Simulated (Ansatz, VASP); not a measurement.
## Cd in VASP and in Ansatz

File INCAR:

```
SYSTEM = Cd
ALGO     = Fast           ! electronic algorithm
EDIFF    = 1E-7           ! SCF threshold, eV
ENCUT    = 520            ! plane-wave cutoff, eV
GGA      = PE             ! functional
GGA_COMPAT= .FALSE.      
ISIF     = 2              ! what is computed and relaxed
ISMEAR   = -1             ! smearing method
LASPH    = .TRUE.         ! aspherical terms in the spheres
LCHARG   = .FALSE.        ! write CHGCAR
LORBIT   = 11             ! projections on sites
LREAL    = .FALSE.        ! projectors in reciprocal space
LSORBIT  = .TRUE.         ! spin-orbit coupling
LWAVE    = .FALSE.        ! write WAVECAR
MAGMOM   = 0 0 0          ! initial moments
NELM     = 60             ! most SCF steps
PREC     = Accurate       ! precision mode
SIGMA    = 0.05           ! smearing width, eV
```

Contents of KPOINTS:

```
k-points
0
G
  7 7 7
  0 0 0
```

POSCAR

```
Cd
1.0
   -1.7843220000      1.7843220000      1.7843220000
    1.7843220000     -1.7843220000      1.7843220000
    1.7843220000      1.7843220000     -1.7843220000
Cd
1
Direct
    0.0000000000      0.0000000000      0.0000000000
```

KPOINTS_OPT

```
path GHNGPH,PN
10
line-mode
reciprocal
 0.0000000000  0.0000000000  0.0000000000  G
 0.5000000000 -0.5000000000  0.5000000000  H

 0.5000000000 -0.5000000000  0.5000000000  H
 0.0000000000  0.0000000000  0.5000000000  N

 0.0000000000  0.0000000000  0.5000000000  N
 0.0000000000  0.0000000000  0.0000000000  G

 0.0000000000  0.0000000000  0.0000000000  G
 0.2500000000  0.2500000000  0.2500000000  P

 0.2500000000  0.2500000000  0.2500000000  P
 0.5000000000 -0.5000000000  0.5000000000  H

 0.2500000000  0.2500000000  0.2500000000  P
 0.0000000000  0.0000000000  0.5000000000  N
```

input.yaml

```yaml
crystal:
  lattice:
    - [-1.784322, 1.784322, 1.784322]
    - [1.784322, -1.784322, 1.784322]
    - [1.784322, 1.784322, -1.784322]
  atoms:
    - { symbol: Cd, position: [0.0, 0.0, 0.0] }
hamiltonian:
  xc: pbe
  pseudopotentials: { kind: paw_fr }
magnetization:
  noncollinear: true
  spin_orbit: true
kpoints:
  mp_grid: { grid: [7, 7, 7] }
  band_path:
    path:
      - [[0.0, 0.0, 0.0], [0.5, -0.5, 0.5], [0.0, 0.0, 0.5], [0.0, 0.0, 0.0], [0.25, 0.25, 0.25], [0.5, -0.5, 0.5]]
      - [[0.25, 0.25, 0.25], [0.0, 0.0, 0.5]]
    npoints: 14
scf:
  occupations: { method: fermi_dirac, width: 0.05 }
  n_extra_bands: 6
output:
  forces: true
  stress: true
  eigenvalues: true
  fatbands: false
  write_density: true
  write_potential: true
  elf: true
  volumetric_format: npy
```

This isn't the form of Cd at room conditions, which is hcp.

Alike in both runs: task band structure; functional PBE; k mesh 7 × 7 × 7; occupations fermi-dirac, width 0.05 eV; spin-orbit coupling, no magnetisation.

|  | VASP | Ansatz |
| --- | --- | --- |
| version | VASP 6.6.1 | Ansatz 0.2.0 |
| potentials or method | VASP PAW PBE potentials, release 64 (Cd) | Ansatz PAW |
| plane-wave cutoff (eV) | 520 | 420 |
| valence electrons in the cell | 12 | 20 |

Ansatz gave:

* gap on the k mesh at the Fermi level (eV): none
* pressure (GPa): 0.6

What did VASP give for the same quantities?

gap on the k mesh at the Fermi level (eV): none; pressure (GPa): 0.9.

A gap of «none» marks a metal or a gap that the smearing closes. The two sets of potentials don't hold the same shells in valence.
